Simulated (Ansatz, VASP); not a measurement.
## Cs in VASP and in Ansatz

```
Cs
1.0
    -3.48922    3.48922    2.26799
     3.48922   -3.48922    2.26799
     3.48922    3.48922   -2.26799
Cs
1
Direct
  0.00000 0.00000 0.00000
```

Alike in both runs: task single point; functional PBE; k mesh 12 × 12 × 12; occupations gaussian, width 0.15 eV; no spin polarisation.

|  | VASP | Ansatz |
| --- | --- | --- |
| version | VASP 6.6.1 | Ansatz 0.2.0 |
| potentials or method | VASP PAW PBE potentials, release 64 (Cs_sv) | scalar-relativistic, plane waves, PAW |
| plane-wave cutoff (eV) | 520 | 420 |
| valence electrons in the cell | 9 | 9 |

```csv
,VASP,Ansatz,Ansatz less VASP
gap on the k mesh at the Fermi level (eV),none,none,-
pressure (GPa),0.3,0.3,+0.01
largest component of the traceless stress (GPa),0.76,0.76,-0.001
```

A gap of «none» marks a metal or a gap that the smearing closes.

The runs have no spin-orbit coupling, so splittings on Cs are missing.
